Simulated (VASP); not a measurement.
Input of a VASP 6.6.1 run:

Contents of INCAR:

```
ALGO = Normal ; EDIFF = 1E-7
ENCUT = 600 ; GGA = PS
ISIF = 2 ; ISMEAR = -1
LASPH = True ; LCHARG = False
LEFG = True ; LREAL = False
LWAVE = False ; NELM = 60
PREC = Accurate ; SIGMA = 0.05
```

File KPOINTS:

```
k-points
0
Gamma
  16 16 16
```

Contents of POSCAR:

```
Br
1.0
   -1.2867684050      1.7199972000      3.5779911600
    1.2867684050     -1.7199972000      3.5779911600
    1.2867684050      1.7199972000     -3.5779911600
Br
1
Direct
    0.0000000000      0.0000000000      0.0000000000
```

Potentials or basis: VASP PAW PBE potentials, release 64 (Br).

Launch:

```bash
$ cat potpaw_PBE.64/Br/POTCAR > POTCAR
$ mpirun -np 1 vasp_std > vasp.out
```

Q: What does it give for the band gap on the k mesh?

A: None (metal or under the smearing width).

Q: Predict the pressure.

A: -0.8 GPa.

Stress tensor (GPa, compression positive):
```
-1.73  0.00  0.00
 0.00 -0.66  0.00
 0.00  0.00 -0.06
```

Caveat: the PAW data sets were made with another functional, which shifts forces and pressure a little; an odd number of electrons without spin polarisation forces a metal; a magnetic or distorted state may lie lower.
